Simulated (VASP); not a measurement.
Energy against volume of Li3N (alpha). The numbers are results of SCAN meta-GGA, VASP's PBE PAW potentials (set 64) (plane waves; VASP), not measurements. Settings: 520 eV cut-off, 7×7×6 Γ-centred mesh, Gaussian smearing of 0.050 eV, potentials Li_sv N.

Shape and ions are relaxed at each volume.

```tsv
V (Å³/atom)	E (eV/atom)
10.504	-4.61622
10.829	-4.61891
11.154	-4.61819
11.479	-4.61383
```

Problem. Fit these four points and predict the energy of the run at 10.179 Å³/atom.

Solution. A cubic in V^(−2/3), the third-order Birch-Murnaghan form, passes through the four points with V0 = 10.93 Å³/atom and B0 = 58 GPa, and gives -4.6105 eV/atom there. The run gave -4.6087 eV/atom, +1.8 meV/atom from the fit; all five points give B0 = 61 GPa.

The compound is Li3N in the alpha structure. It was relaxed first.
